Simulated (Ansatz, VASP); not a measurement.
## C: VASP beside Ansatz

The input INCAR:

```
SYSTEM = C
  ALGO = Fast
  EDIFF = 1E-7
  EDIFFG = -0.02
  ENCUT = 580
  GGA = PE
  IBRION = 2
  ISIF = 3
  ISMEAR = -1
  LASPH = .True.
  LCHARG = .False.
  LREAL = .False.
  LWAVE = .False.
  NELM = 60
  NSW = 40
  PREC = Accurate
  SIGMA = 0.05
```

The input KPOINTS:

```
k-points
0
Gamma
  12 12 4
  0 0 0
```

Contents of POSCAR:

```
C
1.0
    2.5221000000      0.0000000000      0.0000000000
   -1.2610500000      2.1842026709      0.0000000000
    0.0000000000      0.0000000000      8.2371000000
C
8
Direct
    0.6666666667      0.3333333333      0.8437500000
    0.3333333333      0.6666666667      0.3437500000
    0.6666666667      0.3333333333      0.6562500000
    0.3333333333      0.6666666667      0.1562500000
    0.0000000000      0.0000000000      0.9062500000
    0.0000000000      0.0000000000      0.4062500000
    0.0000000000      0.0000000000      0.5937500000
    0.0000000000      0.0000000000      0.0937500000
```

File input.yaml:

```yaml
crystal:
  lattice:
    - [2.5221, 0.0, 0.0]
    - [-1.26105, 2.1842026709, 0.0]
    - [0.0, 0.0, 8.2371]
  atoms:
    - { symbol: C, position: [0.6666666667, 0.3333333333, 0.84375] }
    - { symbol: C, position: [0.3333333333, 0.6666666667, 0.34375] }
    - { symbol: C, position: [0.6666666667, 0.3333333333, 0.65625] }
    - { symbol: C, position: [0.3333333333, 0.6666666667, 0.15625] }
    - { symbol: C, position: [0.0, 0.0, 0.90625] }
    - { symbol: C, position: [0.0, 0.0, 0.40625] }
    - { symbol: C, position: [0.0, 0.0, 0.59375] }
    - { symbol: C, position: [0.0, 0.0, 0.09375] }
hamiltonian:
  xc: pbe
  pseudopotentials: { kind: paw }
kpoints:
  mp_grid: { grid: [12, 12, 4] }
scf:
  occupations: { method: fermi_dirac, width: 0.05 }
output:
  forces: true
  stress: true
  write_density: true
  write_potential: true
  elf: true
  volumetric_format: npy
relax:
  f_tol: 0.01
  max_steps: 40
  cell: { stress_tol: 0.05 }
```

This is a hexagonal form of diamond, not graphite.

Alike in both runs: task relaxation of cell and atoms; functional PBE; k mesh 12 × 12 × 4; occupations fermi-dirac, width 0.05 eV; no spin polarisation.

|  | VASP | Ansatz |
| --- | --- | --- |
| version | VASP 6.6.1 | Ansatz 0.2.0 |
| potentials or method | VASP PAW PBE potentials, release 54 (C) | Ansatz PAW |
| plane-wave cutoff (eV) | 580 | 420 |
| valence electrons in the cell | 32 | 32 |

```csv
,VASP,Ansatz,Ansatz less VASP
"gap on the k mesh at the Fermi level, each at its own relaxed structure (eV)",4.53,4.54,+0.012
relaxed volume (Å³/atom),5.70,5.70,-0.002
relaxed cell length with the largest relative difference (Å),2.518,2.518,-0.0004
energy change over the relaxation (meV/atom),-3,-3,0.0
```

Caveats: the plane-wave basis is chosen anew once the cell has moved, so the energies of steps on either side of that aren't comparable (Ansatz); the pressure holds a Pulay correction of +1.0 GPa for the finite cutoff (Ansatz). A k mesh can miss the band edges. Expect the measured gap to be larger: semilocal functionals such as PBE lack the derivative discontinuity. PBE usually gives volumes a little too large and moduli too small.
